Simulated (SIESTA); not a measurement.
Here is a SIESTA 5.4.2 calculation.

The input Ru.fdf:

```
SystemName                      Ru
SystemLabel                     Ru
NumberOfSpecies                 1
NumberOfAtoms                   5
%block ChemicalSpeciesLabel
  1  44 Ru
%endblock ChemicalSpeciesLabel

LatticeConstant                 1.0 Ang
%block LatticeVectors
     2.7082189719     0.0000000000     0.0000000000
    -1.3541094860     2.3453864287     0.0000000000
     0.0000000000     0.0000000000    23.8450061240
%endblock LatticeVectors
AtomicCoordinatesFormat         Ang
%block AtomicCoordinatesAndAtomicSpecies
     1.3541094860     0.7817954762     7.5000000000  1
     0.0000000000     1.5635909525     9.7112515310  1
     0.0000000000     0.0000000000    11.9225030620  1
     1.3541094860     0.7817954762    14.1337545930  1
     0.0000000000     1.5635909525    16.3450061240  1
%endblock AtomicCoordinatesAndAtomicSpecies

%block kgrid.MonkhorstPack
   11   0   0  0.0
    0  11   0  0.0
    0   0   1  0.0
%endblock kgrid.MonkhorstPack
XC.Functional                   GGA
XC.Authors                      PBE
PAO.BasisSize                   DZP
PAO.EnergyShift                 0.003 Ry
Mesh.Cutoff                     800 Ry
DFTU.ProjectorGenerationMethod  1
%block DFTU.Proj
  Ru 1
  n=4 2
  2.00 0.00
  0.0
%endblock DFTU.Proj
DFTU.PopTol                     1.0e-5
DFTU.FirstIteration             true
OccupationFunction              FD
ElectronicTemperature           0.05 eV
Slab.DipoleCorrection           vacuum
MaxSCFIterations                200
SCF.MustConverge                false
SCF.Mixer.Method                Pulay
SCF.Mixer.Weight                0.1
SCF.Mixer.History               10
SCF.DM.Tolerance                5.0e-05
SCF.H.Tolerance                 1.0e-03 eV
WriteForces                     true
Charge.Mulliken                 end
BandLinesScale                  ReciprocalLatticeVectors
%block BandLines
    1    0.000000   0.000000   0.000000  \Gamma
   14    0.500000   0.000000   0.000000  M
    8    0.333333   0.333333   0.000000  K
   16    0.000000   0.000000   0.000000  \Gamma
    2    0.000000   0.000000   0.500000  A
   14    0.500000   0.000000   0.500000  L
    8    0.333333   0.333333   0.500000  H
   16    0.000000   0.000000   0.500000  A
    1    0.500000   0.000000   0.500000  L
    2    0.500000   0.000000   0.000000  M
    1    0.333333   0.333333   0.000000  K
    2    0.333333   0.333333   0.500000  H
%endblock BandLines
%block PAO.Basis
  Ru 5
  n=4 0 2
    2.997 0.000
  n=5 0 2
    8.634 0.000
  n=4 1 2
    3.435 0.000
  n=5 1 1
    8.634
  n=4 2 2
    5.937 0.000
%endblock PAO.Basis
```

Potentials or basis: PseudoDojo 0.4 standard (PBE files), DZP (energy shift 0.003 Ry; two zetas on semicore shells).

Command:

```bash
$ siesta Ru.fdf > Ru.out 2>&1
```

(1) Predict the largest force.

(2) Predict the band gap on the k mesh.

Answers

(1) 0.962 eV/Å.

(2) none (metal or under the smearing width).

Caveat: the basis of atomic orbitals isn't converged, which shifts pressures, moduli and gaps; U without spin polarisation on a metal has little footing; the U is typed as a test and isn't derived for this compound.
